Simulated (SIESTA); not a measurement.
ZnS (Wurtzite-2H) under changes of volume

One of the cells (19.995 Å³/atom); the others are scaled copies at fixed shape and fractional positions:

```
CELL_PARAMETERS angstrom
3.83624 0.00000 0.00000
-1.91812 3.32228 0.00000
0.00000 0.00000 6.27529
ATOMIC_POSITIONS crystal
Zn 0.66667 0.33333 0.50000
Zn 0.33333 0.66667 0.00000
S 0.66667 0.33333 0.88500
S 0.33333 0.66667 0.38500
```

- Program: SIESTA 5.4.2
- Functional: PBE
- Potentials or basis: PseudoDojo 0.4 standard (PBE files)
- Basis: DZP (energy shift 0.003 Ry; two zetas on semicore shells)
- Grid cutoff: 800 Ry
- Energy shift: 0.003 Ry
- k mesh: 8 × 8 × 5
- Occupations: fermi-dirac, width 0.05 eV
- Spin: no spin polarisation

```csv
volume (Å³/atom),energy over the lowest point (meV/atom),pressure (GPa),gap on the mesh (eV),largest force (eV/Å)
18.427,49.39,8.7,3.00,0.429
18.819,30.38,6.8,2.87,0.404
19.211,16.44,4.6,2.74,0.385
19.995,1.60,1.4,2.50,0.324
20.387,0.00,0.0,2.38,0.306
20.779,?,?,?,?
```

Question: What does the run at 20.779 Å³/atom give?

Answer: Energy over the lowest point 1.46 meV/atom; pressure -1.2 GPa; gap on the mesh 2.27 eV; largest force 0.293 eV/Å.

Worked out: A Birch-Murnaghan fit of order 3 (a polynomial in V^(-2/3)) to the other rows has its minimum at 20.37 Å³/atom with B0 = V·E''(V) = 72 GPa and B' = 4.0 at fixed shape and positions, which overstates the stiffness. It gives 1.76 meV/atom at 20.779 Å³/atom, against the run's 1.46, and -dE/dV = -1.4 GPa, against -1.2. A straight line through the other rows of the gap, of slope -6.12 eV per unit of ln V (its deformation potential), extrapolates to 2.26 eV, against the run's 2.27.

Energies are extrapolated to zero smearing.

Caveats: short orbitals over semicore shells can move pressures by several GPa; the valence orbitals were made in a potential fitted to the semicore shell under them, which widens gaps by tenths of an eV or more; an odd mesh through Γ misses points on the zone boundary, where band edges often lie; the basis of atomic orbitals isn't converged, which shifts pressures, moduli and gaps.
